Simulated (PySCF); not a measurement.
Molecule: `FC(F)F`, CHF₃.

Geometry:
| atom | x (Å) | y (Å) | z (Å) |
| --- | --- | --- | --- |
| F1 | 0.816 | 0.954 | -0.358 |
| C2 | 0.016 | -0.026 | 0.043 |
| F3 | 0.426 | -1.162 | -0.509 |
| F4 | -1.216 | 0.231 | -0.380 |
| H5 | 0.032 | -0.108 | 1.143 |

Spin–spin couplings on one PBE0-D3(BJ)/def2-SVP geometry, PySCF 2.14, gas phase, non-relativistic, equivalent pairs averaged; isotopes $^{13}$C, $^{1}$H, $^{19}$F; basis pcJ-1.

Reference values (Hz): $^{1}J$(C2,H5) = 235.6 (measured; gas, zero-density limit; Jackowski, Slowinski, Molecules 2023, 28, 1499); $^{1}J$(C2,F4) = -272.3 (measured; gas, zero-density limit; Jackowski, Slowinski, Molecules 2023, 28, 1499); $^{2}J$(F4,H5) = 79.9 (measured; gas, zero-density limit; Jackowski, Slowinski, Molecules 2023, 28, 1499).

Question: How do the couplings (Hz) change with the functional? Times are CPU seconds on shared hosts with different chips, so compare them loosely.

Answer: 
```
functional  functions  $^{1}J$(C2,H5)  $^{1}J$(C2,F4)  $^{2}J$(F4,H5)  mean abs. error  core-s
        HF        118           278.1          -203.7            89.5             40.2     2.4
       LDA        118           190.5          -372.5            75.6             49.9     3.2
       PBE        118           222.1          -383.6            86.2             43.7       5
       KT2        118           244.5          -391.2            94.0             47.3       5
     B3LYP        118           239.6          -350.5            88.4             30.2     6.4
      PBE0        118           228.2          -342.9            84.1             27.4     5.1
     B97-2        118           219.9          -339.1            78.7             27.9       5
 BHandHLYP        118           253.9          -298.0            89.5             17.9     5.6
 CAM-B3LYP        118           237.2          -334.4            86.9             23.6     6.6
```

Errors compare magnitudes, without vibrational corrections, and the largest couplings weigh most in the mean. Closest: BHandHLYP; furthest: LDA.
